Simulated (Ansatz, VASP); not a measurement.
VH2 in VASP and in Ansatz

```xyz
3
Lattice="0.0000 2.1355 2.1355 2.1355 0.0000 2.1355 2.1355 2.1355 0.0000" Properties=species:S:1:pos:R:3 pbc="T T T"
V     0.0000    0.0000    0.0000
H     1.0677    1.0677    1.0677
H     3.2032    3.2032    3.2032
```

Alike in both runs: task single point; functional LDA; k mesh 11 × 11 × 11; occupations fermi-dirac, width 0.05 eV; collinear spin.

```csv
,VASP,Ansatz
version,VASP 6.6.1,Ansatz 0.2.0
potentials or method,"VASP PAW LDA potentials, release 64 (V_sv, H), cutoff 520 eV","all-electron LAPW, scalar-relativistic"
```

```tsv
	VASP	Ansatz	Ansatz less VASP
pressure (GPa)	-16.0	-16.2	-0.23
net moment per atom (μB)	0.00	0.00	0.000
```

Ansatz ran all-electron here, so the differences hold the error of VASP's frozen core and of both bases. Ansatz warned: «seeded_moment_not_kept».

Caveats: so large a pressure means that the cell lies far from this level's equilibrium, or that cutoff or potentials fall short (VASP).
